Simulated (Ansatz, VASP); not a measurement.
**Ca: VASP beside Ansatz**

INCAR

```
  PREC = Accurate
  ENCUT = 520
  EDIFF = 1E-7
  ISMEAR = -1
  SIGMA = 0.05
  LREAL = F
  LASPH = T
  NELM = 60
  ALGO = Normal
  ISIF = 2
  LWAVE = F
  LCHARG = F
  GGA = PE
  NBANDS = 11
```

Contents of KPOINTS:

```
Automatic mesh
0
Gamma
  8 8 8
```

Contents of POSCAR:

```
Ca
1.0
    0.0000000000      2.8127051751      2.8127051751
    2.8127051751      0.0000000000      2.8127051751
    2.8127051751      2.8127051751      0.0000000000
Ca
1
Direct
    0.0000000000      0.0000000000      0.0000000000
```

input.yaml

```yaml
crystal:
  lattice:
    - [0.0, 2.8127051751, 2.8127051751]
    - [2.8127051751, 0.0, 2.8127051751]
    - [2.8127051751, 2.8127051751, 0.0]
  atoms:
    - { symbol: Ca, position: [0.0, 0.0, 0.0] }
hamiltonian:
  xc: pbe
  pseudopotentials: { kind: paw }
kpoints:
  mp_grid: { grid: [8, 8, 8] }
scf:
  occupations: { method: fermi_dirac, width: 0.05 }
output:
  forces: true
  stress: true
  eigenvalues: true
```

Change from the starting cell: volume scaled by 1.02.

Alike in both runs: task single point; functional PBE; k mesh 8 × 8 × 8; occupations fermi-dirac, width 0.05 eV; no spin polarisation.

|  | VASP | Ansatz |
| --- | --- | --- |
| version | VASP 6.6.1 | Ansatz 0.2.0 |
| potentials or method | VASP PAW PBE potentials, release 64 (Ca_sv) | Ansatz PAW |
| plane-wave cutoff (eV) | 520 | 420 |
| valence electrons in the cell | 10 | 10 |

|  | VASP | Ansatz | Ansatz less VASP |
| --- | --- | --- | --- |
| gap on the k mesh at the Fermi level (eV) | none | none | - |
| pressure (GPa) | -0.8 | -0.9 | -0.01 |

A gap of «none» marks a metal or a gap that the smearing closes.
